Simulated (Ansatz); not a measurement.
# Ir on several prototypes: ranking of structure types by relaxed energy from a Python script

Aim: a ranking of structure types by relaxed energy, for Ir on several prototypes, run from a script.

Computed with the Python package of Ansatz 0.2.0. Level of theory: DFT PBE, plane waves, PAW.

## (1) Starting point

Ir Fd-3m: Symmetry: Fd-3m, No. 227, cubic system. Conventional cell: a = 5.270 Å, b = 5.270 Å, c = 5.270 Å, α = 90.00°, β = 90.00°, γ = 90.00°. Ir (site symmetry -43m) has 4 Ir at 2.28 Å as nearest neighbours.

Ir Im-3m: It takes space group Im-3m (No. 229, cubic). The conventional cell has a = 3.040 Å, b = 3.040 Å, c = 3.040 Å, α = 90.00°, β = 90.00°, γ = 90.00°. Ir (site symmetry m-3m) has 8 Ir at 2.63 Å as nearest neighbours.

Ir P6_3/mmc: It takes space group P6_3/mmc (No. 194, hexagonal). The conventional cell has a = 2.710 Å, b = 2.710 Å, c = 4.425 Å, α = 90.00°, β = 90.00°, γ = 120.00°. Ir (site symmetry -6m2) is surrounded by 12 Ir at 2.71 Å.

Ir Fm-3m: It takes space group Fm-3m (No. 225, cubic). The conventional cell has a = 3.830 Å, b = 3.830 Å, c = 3.830 Å, α = 90.00°, β = 90.00°, γ = 90.00°. Ir (site symmetry m-3m) has 12 Ir at 2.71 Å as nearest neighbours.

The script holds or builds the structure itself.

## (2) The code

The input, run_prototypes.py:

```python
'''Ir on common prototypes, each relaxed.'''

import logging
import sys
import warnings

import ansatz as az
import numpy as np
import spglib
from tabulate import tabulate

logging.basicConfig(stream=sys.stdout, format='%(levelname)s:%(name)s:%(message)s')
logger = logging.getLogger('calc')
logger.setLevel(logging.INFO)


def diamond(A, a):
    return az.Crystal.diamond(A, a=a)


def bcc(a_site, a):
    return az.Crystal.bcc(a_site, a=a)


def hcp(first, a):
    return (
        az.Lattice.from_parameters(a, a, 1.633 * a, alpha=90, beta=90, gamma=120)
        .space_group(194)
        .atom(first, (1 / 3, 2 / 3, 0.25))
    )


def fcc(a_site, a):
    return (
        az.Lattice.fcc(a)
        .space_group(225)
        .atom(a_site, (0, 0, 0))
        .primitive()
    )


def compute(name, crystal):
    calc = crystal.calculation()
    calc = calc.functional(az.Functional.PBE)
    calc = calc.basis(35 * az.Ry)
    calc = calc.kpoints(spacing=0.16)
    calc = calc.occupations('fermi_dirac', width=0.1).stress()
    calc = calc.band_table()
    calc = calc.relax(force_tolerance=0.03, max_steps=40, cell=True)
    return calc.run()

def relaxed_twice(name, crystal):
    # the second pass draws mesh and plane waves anew for the relaxed cell
    first = compute(name, crystal)
    again = az.Crystal(lattice=az.Lattice.of(first.lattice.cell_ang))
    for site in first.report['lattice']['sites']:
        again = again.atom(site['symbol'], site['position_frac'])
    return compute(name, again)


def space_group(outcome):
    sites = outcome.report['lattice']['sites']
    kinds = sorted({site['symbol'] for site in sites})
    cell = (outcome.lattice.cell_ang, [site['position_frac'] for site in sites], [kinds.index(site['symbol']) for site in sites])
    return spglib.get_spacegroup(cell, symprec=0.01)


def volume_per_atom(outcome):
    return abs(np.linalg.det(outcome.lattice.cell_ang)) / len(outcome.lattice.sites)

# a is a first guess in angstrom
warnings.simplefilter('ignore', az.DeckWarning)

phases = {}
phases['diamond'] = diamond('Ir', 5.27)
phases['bcc'] = bcc('Ir', 3.04)
phases['hcp'] = hcp('Ir', 2.71)
phases['fcc'] = fcc('Ir', 3.83)

done = {}
for name, crystal in phases.items():
    try:
        done[name] = relaxed_twice(name, crystal)
    except az.NonConvergedError as error:
        print(name, 'did not converge:', str(error)[:120])

energy = {name: o.report['energy_sigma0_ev'] / len(o.lattice.sites) for name, o in done.items()}
lowest = min(energy.values())
rows = [(name, len(o.lattice.sites), 1000 * (energy[name] - lowest), space_group(o), volume_per_atom(o)) for name, o in done.items()]
rows.sort(key=lambda row: row[2])
print(tabulate(rows, headers=['phase', 'atoms', 'dE (meV/atom)', 'space group', 'V (A^3/atom)'], floatfmt='.4f', tablefmt='rst'))
```

## (3) The input behind the calls

The package turns the script's settings into the engine's input (first run):

```yaml
crystal:
  lattice:
    - [0.0, 2.635, 2.635]
    - [2.635, 0.0, 2.635]
    - [2.635, 2.635, 0.0]
  atoms:
    - { symbol: Ir, position: [0.0, 0.0, 0.0] }
    - { symbol: Ir, position: [0.25, 0.25, 0.25] }
basis:
  ecutwfc: 476.19925930478996
kpoints:
  mp_grid:
    kspacing: 0.16
hamiltonian:
  xc: pbe
scf:
  occupations:
    method: fermi_dirac
    width: 0.1
relax:
  f_tol: 0.03
  max_steps: 40
  cell: {}
output:
  stress: true
  eigenvalues: true
```

## (4) The run

Command:

```bash
> python run_prototypes.py
```

**Question.** Which of these structures comes out lowest, and how far apart are they?

As calculated:

| quantity | value |
| --- | --- |
| runs compared | 8 |
| lowest | run 8 (Fm-3m) |
| next above it by | 0.0 meV/atom |

In words: By space group at the end of each run: Fm-3m (+0 meV an atom, 14.5 Å³), P6_3/mmc (+77 meV an atom, 14.6 Å³), Im-3m (+640 meV an atom, 15.1 Å³) and Fd-3m (+1013 meV an atom, 21.6 Å³). In run 3, the volume grew by 7.2 % over 4 moves, and the space group stayed Im-3m. Run 6: After 0 moves the largest shift is 0.000 Å. The start was already close to the minimum. Spin-orbit coupling, which matters for elements this heavy, is left out. The cells are built on prototypes, so they need not be phases found in nature. Rows bear the name of their start, and a relaxation keeps or raises the symmetry. Differences under 10 to 15 meV an atom lie within the error of mesh and functional.
